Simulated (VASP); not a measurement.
# NbAs: equation of state with PBE

The system is NbAs.

```
Nb As
1.0
    -1.72585    1.72585    5.84000
     1.72585   -1.72585    5.84000
     1.72585    1.72585   -5.84000
Nb As
2 2
Direct
  0.50000 0.00000 0.50000
  0.75000 0.75000 0.00000
  0.91600 0.41600 0.50000
  0.16600 0.16600 0.00000
```

| Quantity | Value |
| --- | --- |
| Program | VASP 6.6.1 |
| Task | equation of state |
| Functional | PBE |
| Potentials or basis | VASP PAW PBE potentials, release 64 (Nb_sv, As) |
| Cutoff | 520 eV |
| k mesh | 11 × 11 × 11 |
| Occupations | fermi-dirac, width 0.05 eV |
| Spin | no spin polarisation |
| Further INCAR settings | ALGO = Normal; EDIFF = 1e-07; NBANDS = 26 |

The equilibrium volume is 17.74 Å³/atom. The bulk modulus at fixed shape and positions is 164 GPa and the pressure derivative of the bulk modulus is 4.4.

Energy against volume, from the lowest point:
```
volume (Å³/atom)  energy (meV/atom)
          16.351              64.45
          16.699              34.86
          17.047              14.89
          17.395               3.56
          17.743               0.00
          18.091               3.41
```

All runs of the series together: 44 min on 1 thread of Intel(R) Xeon(R) Platinum 8488C (Sapphire Rapids) (shared host).

Caveat: the cell was scaled at fixed shape and fractional positions, which overstates the stiffness of a crystal with free parameters, most of all of layers and chains.
